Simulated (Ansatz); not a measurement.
# AlN (Fm-3m) in Ansatz: settings compared, part 2 of 2

Ansatz 0.2.0. Earlier steps stand in the parts before.

## Step 3: Relaxation of cell and atoms, revPBE+D4

input.yaml reads:

```yaml
crystal:
  lattice:
    - [0.0, 2.034518, 2.034518]
    - [2.034518, 0.0, 2.034518]
    - [2.034518, 2.034518, 0.0]
  atoms:
    - { symbol: Al, position: [0.5, 0.5, 0.5] }
    - { symbol: "N", position: [0.0, 0.0, 0.0] }
hamiltonian:
  xc: revpbe
  pseudopotentials: { kind: paw }
  dispersion: d4
kpoints:
  mp_grid: { grid: [11, 11, 11] }
scf:
  occupations: { method: fermi_dirac, width: 0.05 }
output:
  forces: true
  stress: true
  eigenvalues: true
  write_density: true
  write_potential: true
  elf: true
  volumetric_format: npy
relax:
  f_tol: 0.01
  max_steps: 40
  cell: { stress_tol: 0.05 }
```

Potentials or basis: Ansatz PAW.

Command:

```sh
$ ansatz run input.yaml --threads 2 --pin off --max-ram 5632MiB --backend cpu --events-out ev --progress --plain --runs-dir out
```

Standard output:

```text
Warning: RAYON_NUM_THREADS=2 ignored (pool sized by the plan → 2); use --threads N
Engine: ansatz 0.2.0, aarch64-unknown-linux-gnu
Pseudopotentials: kind: paw
Pseudopotential: Al, paw, valence charge 3, recommended cutoff 420 eV (normal), Al.paw.azcp
Pseudopotential: N, paw, valence charge 5, recommended cutoff 420 eV (normal), N.paw.azcp
Functional definition: revPBE
  parameter kappa = 1.245
  parameter beta = 0.06672455060314922
  exchange = pbe_x(kappa = kappa, mu = beta*pi^2/3)
  correlation = pbe_c(beta = beta)
Crystal: 2 atoms, lattice volume = 16.843 Å³
Basis set: ecut = 420 eV, 331 PW (Γ), exchange–correlation on 40×40×40 points (8 copies of the dense FFT grid, shifted against one another)
Bands: 8, of which v1, the nominal top of the filled ones, is band 4 counted from 1 (3 counted from 0)
Symmetry: 48 space group operations
Space group: Fm-3m (ITA 225), of the structure as read, at distance tolerance 2.6e-5 Å
k-points: 56 of 1331
Non-local potential: Al, projectors of the file, l = 0: 2, l = 1: 2, l = 2: 1
Non-local potential: N, projectors of the file, l = 0: 2, l = 1: 2, l = 2: 1
PAW form: soft (Blöchl's): semilocal exchange-correlation on the pseudo side does not see the compensation charge
PAW frozen core: Al, regenerated for the run's functional, and the local potential with it (the file was generated under x = pbe(κ = 0.804, μ = 0.2195149727645171), c = pbe(β = 0.06672455060314922))
PAW frozen core: N, regenerated for the run's functional, and the local potential with it (the file was generated under x = pbe(κ = 0.804, μ = 0.2195149727645171), c = pbe(β = 0.06672455060314922))
PAW one-centre angular grid: Al, 110 points (default); XC on 64 Gauss nodes
PAW one-centre angular grid: N, 110 points (default); XC on 64 Gauss nodes
Initial density: superposition of atomic densities (neutral atoms: chi_scale 0, normalization atom), corrected by the library's trained network
[... 76 lines left out ...]
Free energy (F): -928.463518 eV
Harris-Foulkes:  -928.463518 eV  (|F-HF|=5.68e-13)
Internal energy: -928.463518 eV  (E = F + TS)
E sigma→0 (E₀):  -928.463518 eV
Fermi energy:    14.160325 eV
--- Per-component energies (eV) ---
  E_band       = 41.353089
  E_kinetic    = 164.279256
  E_local      = -166.523052  (includes V_loc(G=0)·N_el)
  E_nonlocal   = 53.641072
  E_hartree    = 61.457674
  E_xc         = -103.752469
  E_vxc        = -110.407770  (∫ρ·V_xc dr)
  E_paw        = -597.853520  (= ΣΔE_a)
  E_vpaw       = -22.551888  (= ΣTr[D̂ρ^β])
  E_aug_tail   = 0.000098  (compensation charges beyond the density's cutoff)
  E_ewald      = -338.220195
  E_disp       = -1.464171  (pairwise vdW)
  E_core_change = -0.028211  (= ΣΔE_core)
  E_smearing   = -0.000000  (= −TS)
  E_closure    = 0.000000  (closes the sum)
  Σ components = -928.463518   (vs F -928.463518, Δ=0.00e0)
--- Forces (eV/Å), atoms counted from 1 ---
  atom   1  Al     0.00000000    -0.00000000    -0.00000000
  atom   2  N     -0.00000000     0.00000000     0.00000000
  max |Σ_I F_I| component: 4.85e-31 eV/Å
--- Stress (GPa, compression-positive) ---
       -0.001614      -0.000000      -0.000000
       -0.000000      -0.001614       0.000000
       -0.000000      -0.000000      -0.001614
  P = ⅓ Tr σ = -0.0016 GPa (-0.016 kbar)
--- Band table (eV; the first three rows and the last of 56) ---
  k-point 0: bands = ["-6.1385", "11.6327", "11.6327", "11.6327", "17.6271", "23.8466", "23.8466", "23.8466"]
  k-point 1: bands = ["-5.9659", "10.7717", "11.5263", "11.5263", "18.1580", "23.0667", "24.1132", "24.1132"]
  k-point 2: bands = ["-5.4611", "8.8700", "11.2583", "11.2583", "18.8015", "22.4972", "24.4586", "24.4586"]
  k-point 55: bands = ["-1.7115", "5.5908", "5.9007", "8.0336", "19.8178", "21.9088", "23.1178", "24.5655"]
--- Relaxed structure (5 steps of the walk, 5 accepted, 2 SCFs on fresh bases) ---
  F+E_penalty+E_count = -928.46351808 eV   max|allowed force component| = 4.520e-31 eV/Å   (the final SCF, on the basis selected at the relaxed cell)
  cell:  # Å, volume = 16.1724 Å³
    - [-1.176712478846825e-33, 2.0071585492886546, 2.0071585492886546]
    - [2.0071585492886546, -9.935975464146399e-34, 2.0071585492886546]
    - [2.0071585492886546, 2.0071585492886546, 1.4219272579299257e-33]
  atoms:
    - { symbol: Al, position: [0.5, 0.5, 0.5] }
    - { symbol: N, position: [6.705275535897474e-35, -1.0255127290196074e-34, -7.888559453997097e-35] }
```

v_z.tsv:

```text
# z_ang	v_es[eV]	v_tot[eV]
# format = ansatz-planar-average/11
# xc	revpbe
# density_cutoff_ev	1680
# datasets	Al=:simpson_from_first_knot:soft:shift=656003	N=:simpson_from_first_knot:soft:shift=131900
# lattice	-0.000000000	2.007158549	2.007158549
# lattice	2.007158549	-0.000000000	2.007158549
# lattice	2.007158549	2.007158549	0.000000000
# sites	2
# site	13	2.007158549	2.007158549	2.007158549
# site	7	-0.000000000	-0.000000000	-0.000000000
0.000000	2.174572e0	-1.111340e1
0.141928	2.403662e0	-1.082168e1
0.283855	2.981589e0	-1.005747e1
0.425783	3.698611e0	-8.993133e0
0.567710	4.412678e0	-7.804804e0
0.709638	5.035358e0	-6.782400e0
[... 12 lines left out ...]
2.554696	2.981589e0	-1.005747e1
2.696623	2.403662e0	-1.082168e1
```

Wall time 6.3 s (2 threads of Arm Neoverse V1, shared host); peak memory 0.27 GiB.

Results:

```yaml
Free_energy: -928.4635 eV
Relaxed_volume: 8.09 Å³/atom
Relaxed_cell: a = 2.839 Å, b = 2.839 Å, c = 2.839 Å, α = 60.00°, β = 60.00°, γ = 60.00°
Space_group_after_relaxing_to_0.05_Å: Fm-3m (No. 225)
Energy_gained_by_relaxing: 11.0 meV/atom
Ionic_steps: 7
Pressure_after_relaxing: 0.0 GPa
Band_gap_on_the_k_mesh: 5.07 eV, indirect (least direct gap 5.99 eV)
```

The path:
| step | energy change (eV) | largest force (eV/Å) | volume (Å³) |
| --- | --- | --- | --- |
| 1 | 0.0000 | 0.0000 | 16.84 |
| 2 | -0.0167 | 0.0000 | 16.52 |
| 3 | -0.0237 | 0.0000 | 16.16 |
| 4 | -0.0237 | 0.0000 | 16.18 |
| 5 | -0.0220 | 0.0000 | 16.18 |
| 6 | -0.0220 | 0.0000 | 16.17 |
| 7 | -0.0220 | 0.0000 | 16.17 |

Final structure:
```
Al N
1.0
     0.00000    2.00716    2.00716
     2.00716    0.00000    2.00716
     2.00716    2.00716    0.00000
Al N
1 1
Direct
  0.50000 0.50000 0.50000
  0.00000 0.00000 0.00000
```

Caveat: odd divisions of the mesh miss points on the zone boundary, where band edges often lie, so the gap on the mesh can be too wide; the plane-wave basis is chosen anew once the cell has moved, so the energies of steps on either side of that aren't comparable; the pressure holds a Pulay correction of +0.5 GPa for the finite cutoff; the PAW data sets come from PBE, with cores solved anew for the run's functional, which leaves a small shift of forces and pressure. A hybrid or GW would open this gap; revPBE tends to underestimate it.

## Step 4: Relaxation of cell and atoms, BLYP+D3(BJ)

Edit input.yaml of step 3 so:

```diff
@@ -9,5 +9,5 @@
 hamiltonian:
-  xc: revpbe
+  xc: blyp
   pseudopotentials: { kind: paw }
-  dispersion: d4
+  dispersion: d3bj
 kpoints:
@@ -20,6 +20,2 @@
   eigenvalues: true
-  write_density: true
-  write_potential: true
-  elf: true
-  volumetric_format: npy
 relax:
```

Command:

```sh
$ ansatz run input.yaml --threads 2 --pin off --max-ram 5632MiB --backend cpu --events-out ev --progress --plain --runs-dir out
```

It took 3.4 s on 2 threads of Arm Neoverse V1, shared host; peak memory 0.27 GiB.

Results (log left out):

* Free energy: -929.9616 eV
* Relaxed volume: 8.09 Å³/atom
* Relaxed cell: a = 2.840 Å, b = 2.840 Å, c = 2.840 Å, α = 60.00°, β = 60.00°, γ = 60.00°
* Space group after relaxing (to 0.05 Å): Fm-3m (No. 225)
* Energy gained by relaxing: 10.4 meV/atom
* Ionic steps: 7
* Pressure after relaxing: 0.0 GPa
* Band gap on the k mesh: 5.06 eV, indirect (least direct gap 6.22 eV)

Step by step:
| step | energy change (eV) | largest force (eV/Å) | volume (Å³) |
| --- | --- | --- | --- |
| 1 | 0.0000 | 0.0000 | 16.84 |
| 2 | -0.0159 | 0.0000 | 16.53 |
| 3 | -0.0229 | 0.0000 | 16.18 |
| 4 | -0.0228 | 0.0000 | 16.20 |
| 5 | -0.0208 | 0.0000 | 16.20 |
| 6 | -0.0208 | 0.0000 | 16.19 |
| 7 | -0.0207 | 0.0000 | 16.19 |

Final structure:
```cif
data_structure
_symmetry_space_group_name_H-M 'P 1'
_symmetry_Int_Tables_number 1
_cell_length_a 2.8396
_cell_length_b 2.8396
_cell_length_c 2.8396
_cell_angle_alpha 60.000
_cell_angle_beta 60.000
_cell_angle_gamma 60.000
_cell_volume 16.19
loop_
_atom_site_label
_atom_site_type_symbol
_atom_site_fract_x
_atom_site_fract_y
_atom_site_fract_z
_atom_site_occupancy
Al1 Al 0.50000 0.50000 0.50000 1
N1 N 0.00000 0.00000 0.00000 1
```

Levels at points of the mesh, in eV from the valence-band top:
```tsv
k point	band 1	band 2	band 3	band 4	band 5	band 6	band 7	band 8
(0.00, 0.00, 0.00)	-17.55	0.00	0.00	0.00	6.22	12.45	12.45	12.45
```

Caveat: odd divisions of the mesh miss points on the zone boundary, where band edges often lie, so the gap on the mesh can be too wide; the plane-wave basis is chosen anew once the cell has moved, so the energies of steps on either side of that aren't comparable; the pressure holds a Pulay correction of +0.7 GPa for the finite cutoff; the PAW data sets come from PBE, with cores solved anew for the run's functional, which leaves a small shift of forces and pressure. BLYP gaps usually lie below the measured ones, often by a third to a half.

## Step 5: Relaxation of cell and atoms, BLYP+D4

Edit input.yaml of step 4 so:

```diff
@@ -11,3 +11,3 @@
   pseudopotentials: { kind: paw }
-  dispersion: d3bj
+  dispersion: d4
 kpoints:
```

Command:

```sh
$ ansatz run input.yaml --threads 2 --pin off --max-ram 5632MiB --backend cpu --events-out ev --progress --plain --runs-dir out
```

It took 6 s on 2 threads of Arm Neoverse V1, shared host; peak memory 0.26 GiB.

The run converged. Its results:

```
Free energy                            : -929.9217 eV
Relaxed volume                         : 8.12 Å³/atom
Relaxed cell                           : a = 2.842 Å, b = 2.842 Å, c = 2.842 Å, α = 60.00°, β = 60.00°, γ = 60.00°
Space group after relaxing (to 0.05 Å) : Fm-3m (No. 225)
Energy gained by relaxing              : 8.9 meV/atom
Ionic steps                            : 7
Pressure after relaxing                : 0.0 GPa
Band gap on the k mesh                 : 5.03 eV, indirect (least direct gap 6.18 eV)
```

The path:
| step | energy change (eV) | largest force (eV/Å) | volume (Å³) |
| --- | --- | --- | --- |
| 1 | 0.0000 | 0.0000 | 16.84 |
| 2 | -0.0137 | 0.0000 | 16.56 |
| 3 | -0.0197 | 0.0000 | 16.23 |
| 4 | -0.0197 | 0.0000 | 16.25 |
| 5 | -0.0178 | 0.0000 | 16.25 |
| 6 | -0.0178 | 0.0000 | 16.24 |
| 7 | -0.0178 | 0.0000 | 16.24 |

Final structure:
```cif
data_structure
_symmetry_space_group_name_H-M 'P 1'
_symmetry_Int_Tables_number 1
_cell_length_a 2.8424
_cell_length_b 2.8424
_cell_length_c 2.8424
_cell_angle_alpha 60.000
_cell_angle_beta 60.000
_cell_angle_gamma 60.000
_cell_volume 16.24
loop_
_atom_site_label
_atom_site_type_symbol
_atom_site_fract_x
_atom_site_fract_y
_atom_site_fract_z
_atom_site_occupancy
Al1 Al 0.50000 0.50000 0.50000 1
N1 N 0.00000 0.00000 0.00000 1
```

Levels at points of the mesh, in eV from the valence-band top:
```tsv
k point	band 1	band 2	band 3	band 4	band 5	band 6	band 7	band 8
(0.00, 0.00, 0.00)	-17.53	0.00	0.00	0.00	6.18	12.44	12.44	12.44
```

Caveat: odd divisions of the mesh miss points on the zone boundary, where band edges often lie, so the gap on the mesh can be too wide; the plane-wave basis is chosen anew once the cell has moved, so the energies of steps on either side of that aren't comparable; the pressure holds a Pulay correction of +0.6 GPa for the finite cutoff; the PAW data sets come from PBE, with cores solved anew for the run's functional, which leaves a small shift of forces and pressure. BLYP gaps usually lie below the measured ones, often by a third to a half.

## Step 6: Overview

```csv
level,gap on the mesh (eV),pressure (GPa),relaxed volume (Å³/atom)
revPBE+D3(BJ),5.03,0.0,8.12
revPBE+D4,5.07,0.0,8.09
BLYP+D3(BJ),5.06,0.0,8.09
BLYP+D4,5.03,0.0,8.12
```

Alike in all rows: task relaxation of cell and atoms; potentials or basis Ansatz PAW; no spin polarisation; cell relaxed; k mesh 11 × 11 × 11; cutoff (eV) 420; smearing fermi-dirac 0.05 eV.

Caveats: odd divisions of the mesh miss points on the zone boundary, where band edges often lie, so the gap on the mesh can be too wide; the plane-wave basis is chosen anew once the cell has moved, so the energies of steps on either side of that aren't comparable; the PAW data sets come from PBE, with cores solved anew for the run's functional, which leaves a small shift of forces and pressure.

Total energies depend on the potentials used, so only differences within one code and one set of settings carry meaning.
